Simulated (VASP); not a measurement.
**Sn under changes of volume**

One of the cells (26.933 Å³/atom); the others are scaled copies at fixed shape and fractional positions:

```
Sn
1.0
    -2.89034    2.89034    1.61195
     2.89034   -2.89034    1.61195
     2.89034    2.89034   -1.61195
Sn
2
Direct
  0.00000 0.00000 0.00000
  0.75000 0.25000 0.50000
```

| Item | Value |
| --- | --- |
| Program | VASP 6.6.1 |
| Functional | PBEsol |
| Potentials or basis | VASP PAW PBE potentials, release 64 (Sn_d) |
| Cutoff | 520 eV |
| k mesh | 8 × 8 × 8 |
| Occupations | fermi-dirac, width 0.05 eV |
| Spin | no spin polarisation |

```tsv
volume (Å³/atom)	energy over the lowest point (meV/atom)	pressure (GPa)
25.855	?	?
26.394	2.04	1.2
26.933	0.00	0.0
27.471	1.74	-1.1
28.010	6.88	-2.0
```

**Question.** What does the run at 25.855 Å³/atom give?

**Answer.** Energy over the lowest point 8.27 meV/atom; pressure 2.5 GPa.

Worked out: A Birch-Murnaghan fit of order 2 (a polynomial in V^(-2/3)) to the other rows has its minimum at 26.95 Å³/atom with B0 = V·E''(V) = 56 GPa at fixed shape and positions, which overstates the stiffness. It gives 8.24 meV/atom at 25.855 Å³/atom, against the run's 8.27, and -dE/dV = 2.5 GPa, against 2.5.

Energies are extrapolated to zero smearing.

Caveats: the PAW data sets were made with another functional, which shifts forces and pressure a little.
